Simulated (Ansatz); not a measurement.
## A film clamped to a substrate in AlGa$_{3}$N$_{4}$

Theory: Ansatz, DFT r2SCAN, scalar-relativistic, plane waves, PAW. The runs took a 500 eV cutoff, a Γ-centred 6×6×6 mesh and Gaussian smearing (0.05 eV). No spin polarisation. Energies are free energies at this smearing, counted from the undisturbed cell; pressure is positive in compression.

Reference structure (relaxed at this level; it needn't be the usual structure):

```
CELL_PARAMETERS angstrom
4.46534 0.00000 0.00000
0.00000 4.46534 0.00000
0.00000 0.00000 4.46534
ATOMIC_POSITIONS crystal
Al 0.00000 0.00000 0.00000
Ga 0.50000 0.50000 0.00000
Ga 0.50000 0.00000 0.50000
Ga 0.00000 0.50000 0.50000
N 0.75535 0.75535 0.24465
N 0.75535 0.24465 0.75535
N 0.24465 0.75535 0.75535
N 0.24465 0.24465 0.24465
```

The cell (8 atoms, V0 = 89.04 Å³) is strained by p along both x and y and by q along z, fractional coordinates fixed. τp = (1/V0) ∂E/∂p = (σxx + σyy)(1 + p)(1 + q) and τq = (1/V0) ∂E/∂q = σzz(1 + p)², with tension positive.

```
     p q  ΔE (meV/atom)  τp (GPa)  τq (GPa)
 0.000   0.000           0.00     -0.02     -0.01
-0.025   0.000          20.46    -24.18     -8.43
 0.025   0.000          18.32     20.55      7.12
 0.000  -0.025           6.40     -8.29     -7.40
 0.000   0.025           6.22      7.23      7.13
```

Task: Get the second derivatives of the energy density.

Result: Central differences give A = ∂τp/∂p = 895 GPa (C11 + C22 + 2 C12), C = ∂τq/∂q = 291 GPa (C33) and the cross term B = ∂τq/∂p = 311 GPa (C13 + C23); ∂τp/∂q = 310 GPa must equal B, and any difference shows higher-order terms. The ions are clamped. In a cubic crystal C11 = C = 291, C12 = B/2 = 156 GPa and A should be 2(C11 + C12) = 892 GPa; the bulk modulus is (C11 + 2 C12)/3 = 201 GPa.

Task: A film of this crystal grows with z along the normal on a substrate that imposes p. How does its thickness respond, and what does the misfit cost?

Result: Count p and q from the stress-free cell. A free surface needs τq = 0, so q = −(B/C) p = -1.07 p. The energy density left is (A − B²/C) p²/2 = M p², with the biaxial modulus M = 281 GPa; a misfit of 1 % costs 1.95 meV/atom, against 3.11 meV/atom if the thickness were held.

Forces appear on the atoms along this scan, and letting them relax would lower the energy and soften the response.

Letting the thickness respond lowers the cost of a 1 % misfit from 3.11 to 1.95 meV/atom. Stretching the film in-plane thins it by slightly more than the strain along either in-plane axis, yet the volume still grows, because two axes lengthen and only one shortens. In this tetrahedral network, thinning lets the bonds tilt towards the plane and recover much of their length. What remains is largely angle bending, which costs less than bond stretching in polar-covalent nitrides. Compression costs more than equal tension, as expected from steepening short-range repulsion, so the quadratic estimate is best kept to small misfits.

Ionic relaxation would probably change these constants only modestly. In ideal zinc blende, symmetry forbids internal displacements under axial strains along the cube axes; here they arise only because Al and Ga differ. The biaxial modulus applies to this cube-axis growth direction, and other orientations would generally also require the shear constant C44, which these strains don't probe.
